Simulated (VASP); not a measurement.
# Ni2H (P-3m1) in VASP: a series of runs, part 2 of 2

VASP 6.6.1. Earlier steps stand in the parts before.

### 5 Single point, r2SCAN, collinear spin, ferromagnetic start

Contents of INCAR:

```
SYSTEM = Ni2H
ADDGRID  = .FALSE.      
ALGO     = Normal         ! electronic algorithm
EDIFF    = 1E-6           ! SCF threshold, eV
ENCUT    = 520            ! plane-wave cutoff, eV
ISIF     = 2              ! what is computed and relaxed
ISMEAR   = 0              ! smearing method
ISPIN    = 2              ! spin polarisation
LASPH    = .TRUE.         ! aspherical terms in the spheres
LCHARG   = .FALSE.        ! write CHGCAR
LMAXMIX  = 4              ! l up to which the mixer works
LMIXTAU  = .TRUE.       
LORBIT   = 11             ! projections on sites
LREAL    = .FALSE.        ! projectors in reciprocal space
LWAVE    = .FALSE.        ! write WAVECAR
MAGMOM   = 1 1 0          ! initial moments
METAGGA  = R2SCAN         ! meta-GGA
NBANDS   = 22             ! bands
NELM     = 100            ! most SCF steps
PREC     = Accurate       ! precision mode
SIGMA    = 0.05           ! smearing width, eV
```

Contents of KPOINTS:

```
k-points
0
G
  3 3 2
  0 0 0
```

Contents of POSCAR:

```
Ni2H
1.0
    2.6430000000      0.0000000000      0.0000000000
   -1.3215000000      2.2889051422      0.0000000000
    0.0000000000      0.0000000000      4.3080000000
Ni H
2 1
Direct
    0.6666666667      0.3333333333      0.7670000000
    0.3333333333      0.6666666667      0.2330000000
    0.0000000000      0.0000000000      0.0000000000
```

Potentials or basis: VASP PAW PBE potentials, release 64 (Ni, H_s).

The run is started by

```bash
$ cat potpaw_PBE.64/Ni/POTCAR potpaw_PBE.64/H_s/POTCAR > POTCAR
$ mpirun -np 1 vasp_std > vasp.out
```

OUTCAR:

```text
SYSTEM = Ni2H
   EDIFF = 1E-6
   ENCUT = 520
   ISIF = 2
   ISMEAR = 0
   ISPIN = 2
   LASPH = .TRUE.
   LORBIT = 11
   LREAL = .FALSE.
   METAGGA = R2SCAN
   NELM = 100
   PREC = Accurate

 Found      6 irreducible k-points:

 Following reciprocal coordinates:
            Coordinates               Weight
  0.000000  0.000000  0.000000      1.000000
  0.333333  0.000000  0.000000      6.000000
  0.333333  0.333333  0.000000      2.000000
  0.000000  0.000000  0.500000      1.000000
  0.333333  0.000000  0.500000      6.000000
  0.333333  0.333333  0.500000      2.000000
   k-points           NKPTS =      6   k-points in BZ     NKDIM =      6   number of bands    NBANDS=     22
   number of dos      NEDOS =    301   number of ions     NIONS =      3
   total plane-waves  NPLWV =  12800
   dimension x,y,z NGX =    20 NGY =   20 NGZ =   32
   dimension x,y,z NGXF=    40 NGYF=   40 NGZF=   64
   ions per type =               2   1
   NGX,Y,Z   is equivalent  to a cutoff of  12.58, 12.58, 12.35 a.u.
   NGXF,Y,Z  is equivalent  to a cutoff of  25.16, 25.16, 24.70 a.u.
 SYSTEM =  Ni2H
   PREC   = accura    normal or accurate (medium, high low for compatibility)
   ISTART =      0    job   : 0-new  1-cont  2-samecut
   ICHARG =      2    charge: 1-file 2-atom 10-const
   ISPIN  =      2    spin polarized calculation?
   LNONCOLLINEAR =      F non collinear calculations
   LSORBIT =      F    spin-orbit coupling
   LASPH  =      T    aspherical Exc in radial PAW
   ENCUT  =  520.0 eV  38.22 Ry    6.18 a.u.   4.91  4.91  8.01*2*pi/ulx,y,z
   NELM   =    100;   NELMIN=  2; NELMDL= -5     # of ELM steps
   EDIFF  = 0.1E-05   stopping-criterion for ELM
   LREAL  =      F    real-space projection
   EDIFFG = 0.1E-04   stopping-criterion for IOM
   NSW    =      0    number of steps for IOM
   IBRION =     -1    ionic relax: 0-MD 1-quasi-New 2-CG
   NFREE  =      0    steps in history (QN), initial steepest desc. (CG)
   ISIF   =      2    stress and relaxation
   ISYM   =      2    0-nonsym 1-usesym 2-fastsym
   POTIM  = 0.5000    time-step for ionic-motion
   TEBEG  =    0.0;   TEEND  =   0.0 temperature during run
   PSTRESS=    0.0 pullay stress
   NELECT =      21.0000    total number of electrons
   NUPDOWN=      -1.0000    fix difference up-down
   EMIN   =  10.00;   EMAX   =-10.00  energy-range for DOS
   EFERMI =   0.00;   METHOD = LEGACY
   ISMEAR =     0;   SIGMA  =   0.05  broadening in eV -4-tet -1-fermi 0-gaus
   EFERMI_NEDOS =   21; number of points for ismear=-14 and -15
   IALGO  =     38    algorithm
   IMIX   =      4    mixing-type and parameters
     AMIX     =   0.40;   BMIX     =  1.00
     AMIX_MAG =   1.60;   BMIX_MAG =  1.00
  volume/ion in A,a.u.               =       8.69        58.62
  Fermi-wavevector in a.u.,A,eV,Ry     =   1.523401  2.878811 31.575750  2.320752
  Thomas-Fermi vector in A             =   2.631850
   LORBIT       =     11    0 simple, 1 ext, 2 COOP (PROOUT), +10 PAW based schemes
   METAGGA = R2SCAN    functional components
   LHFCALC =     F    Hartree Fock is set to
   AEXX    =    0.0000 exact exchange contribution
   IVDW    =     0    specifies the selected vdW correction
   LEPSILON=     F    determine dielectric tensor
   LRPA    =     F    only Hartree local field effects (RPA)
 spin polarized calculation
 Gauss-broadening in eV      SIGMA  =   0.05
  energy-cutoff  :      520.00
  volume of cell :       26.06
 maximum number of plane-waves:       732
 NGX is ok and might be reduce to    20
   NGX =  9   NGY =  9   NGZ = 17

 number of electron      20.9999988 magnetization       1.4445229

 Free energy of the ion-electron system (eV)
  ---------------------------------------------------
  ext. energy  EPLUGINS =         0.00000000
  ---------------------------------------------------
  free energy    TOTEN  =       -27.12534963 eV

  energy without entropy =      -27.12074442  energy(sigma->0) =      -27.12304703

 E-fermi :   7.8464     XC(G=0): -13.6675

 val. band max:        7.8320009031   @ k =   0.3333   0.0000   0.5000
 cond. band min:       7.9187891160   @ k =   0.3333   0.3333   0.0000
 fundamental gap:      0.0867882129
 Fermi energy:         7.8463632340

 spin component 1

 k-point     1 :       0.0000    0.0000    0.0000
  band No.  band energies     occupation
      1      -3.5768      1.00000
      2       3.0698      1.00000
      3       5.1581      1.00000
      4       5.2257      1.00000
      5       5.2257      1.00000
      6       5.3233      1.00000
[... 14 lines left out ...]
     21      33.1380      0.00000
     22      35.7242      0.00000

 k-point     2 :       0.3333    0.0000    0.0000
  band No.  band energies     occupation
      1      -1.0751      1.00000
      2       3.4457      1.00000
      3       3.9063      1.00000
      4       4.7391      1.00000
      5       4.9412      1.00000
      6       5.2278      1.00000
[... 14 lines left out ...]
     21      32.2739      0.00000
     22      34.1105      0.00000

 k-point     3 :       0.3333    0.3333    0.0000
  band No.  band energies     occupation
      1       0.3841      1.00000
      2       4.0228      1.00000
      3       4.0228      1.00000
      4       4.2317      1.00000
      5       4.9847      1.00000
      6       4.9848      1.00000
[... 14 lines left out ...]
     21      38.9799      0.00000
     22      39.5597      0.00000
[... 26 lines left out ...]
 k-point     5 :       0.3333    0.0000    0.5000
  band No.  band energies     occupation
      1      -0.8517      1.00000
      2       3.2558      1.00000
      3       4.2619      1.00000
      4       4.8557      1.00000
      5       5.2506      1.00000
      6       5.3631      1.00000
[... 14 lines left out ...]
     21      32.1795      0.00000
     22      33.4868      0.00000

 k-point     6 :       0.3333    0.3333    0.5000
  band No.  band energies     occupation
      1       0.4212      1.00000
      2       3.9531      1.00000
      3       3.9531      1.00000
      4       4.5781      1.00000
      5       5.2247      1.00000
      6       5.2247      1.00000
[... 14 lines left out ...]
     21      32.2267      0.00000
     22      32.2268      0.00000
 Fermi energy:         7.8463632340

 spin component 2

 k-point     1 :       0.0000    0.0000    0.0000
  band No.  band energies     occupation
      1      -3.7115      1.00000
      2       3.3593      1.00000
      3       5.2355      1.00000
      4       5.9603      1.00000
      5       5.9603      1.00000
      6       5.9642      1.00000
[... 14 lines left out ...]
     21      33.1757      0.00000
     22      35.9676      0.00000

 k-point     2 :       0.3333    0.0000    0.0000
  band No.  band energies     occupation
      1      -1.1313      1.00000
      2       3.8748      1.00000
      3       4.6103      1.00000
      4       5.6187      1.00000
      5       5.9286      1.00000
      6       6.2993      1.00000
[... 14 lines left out ...]
     21      32.5467      0.00000
     22      34.2456      0.00000

 k-point     3 :       0.3333    0.3333    0.0000
  band No.  band energies     occupation
      1       0.4980      1.00000
      2       4.6045      1.00000
      3       4.6045      1.00000
      4       5.5373      1.00000
      5       5.9995      1.00000
      6       5.9995      1.00000
[... 14 lines left out ...]
     21      39.1364      0.00000
     22      39.7281      0.00000
[... 26 lines left out ...]
 k-point     5 :       0.3333    0.0000    0.5000
  band No.  band energies     occupation
      1      -0.8706      1.00000
      2       3.8147      1.00000
      3       5.0838      1.00000
      4       5.3304      1.00000
      5       5.8367      1.00000
      6       6.1800      1.00000
[... 14 lines left out ...]
     21      32.4494      0.00000
     22      33.6938      0.00000

 k-point     6 :       0.3333    0.3333    0.5000
  band No.  band energies     occupation
      1       0.5444      1.00000
      2       4.9135      1.00000
      3       4.9135      1.00000
      4       5.6771      1.00000
      5       5.6771      1.00000
      6       5.7182      1.00000
[... 14 lines left out ...]
     21      32.4031      0.00000
     22      32.4031      0.00000

------------------------ aborting loop because EDIFF is reached ----------------------------------------

  FORCE on cell =-STRESS in cart. coord.  units (eV):
  Direction    XX          YY          ZZ          XY          YZ          ZX
  --------------------------------------------------------------------------------------
  -------------------------------------------------------------------------------------
  Total       -1.9275389     -1.9275389     -2.8821551      0.0000000      0.0000000      0.0000000
  in kB     -118.4985620   -118.4985620   -177.1851310      0.0000000      0.0000000      0.0000000
  external PRESSURE =    -138.0607517 kB  Pullay stress =       0.0000000 kB

 VOLUME and BASIS-vectors are now :
 -----------------------------------------------------------------------------
  energy-cutoff  :      520.00
  volume of cell :       26.06
      direct lattice vectors                 reciprocal lattice vectors
     2.643000000  0.000000000  0.000000000     0.378357927  0.218445051  0.000000000
    -1.321500000  2.288905142  0.000000000     0.000000000  0.436890102  0.000000000
     0.000000000  0.000000000  4.308000000     0.000000000  0.000000000  0.232126277

 POSITION                                       TOTAL-FORCE (eV/Angst)
 -----------------------------------------------------------------------------------
      1.32150      0.76297      3.30424         0.000000      0.000000     -0.605967
     -0.00000      1.52594      1.00376        -0.000000     -0.000000      0.605967
      0.00000      0.00000      0.00000        -0.000000      0.000000     -0.000000
 -----------------------------------------------------------------------------------
    total drift:                               -0.000000      0.000000     -0.000000

  FREE ENERGIE OF THE ION-ELECTRON SYSTEM (eV)
  ---------------------------------------------------
  free  energy   TOTEN  =       -27.1253496302 eV

  energy  without entropy=      -27.1207444199  energy(sigma->0) =      -27.12304703

 total charge

# of ion       s       p       d       tot
------------------------------------------
    1        0.433   0.483   8.338   9.255
    2        0.433   0.483   8.338   9.255
    3        0.689   0.088   0.000   0.777
--------------------------------------------------
tot          1.556   1.054  16.677  19.287

 magnetization (x)

# of ion       s       p       d       tot
------------------------------------------
    1        0.001  -0.013   0.756   0.744
    2        0.001  -0.013   0.756   0.744
    3       -0.006  -0.006   0.000  -0.012
--------------------------------------------------
tot         -0.004  -0.032   1.513   1.477
```

Run time: 74 s. Hardware: 1 thread of Intel Xeon Platinum 8175M at 2.50GHz (Skylake/Cascade Lake), shared host; peak memory 0.15 GiB.

These settings aren't checked as converged: the numbers below hold their error.

Results:

- Free energy: -27.1253 eV
- Pressure: -13.8 GPa
- Largest force: 0.606 eV/Å
- Band gap on the k mesh: none (metal or under the smearing width)
- Net moment: 1.44 μB per cell
- Site moments: Ni +0.74; H -0.01 μB
- Valence electrons inside the program's atomic spheres: Ni 9.26; H 0.78

Caveat: the k mesh is coarse (spacing up to 0.92 Å⁻¹), so the values aren't converged; the PAW data sets were made with another functional, which shifts forces and pressure a little.
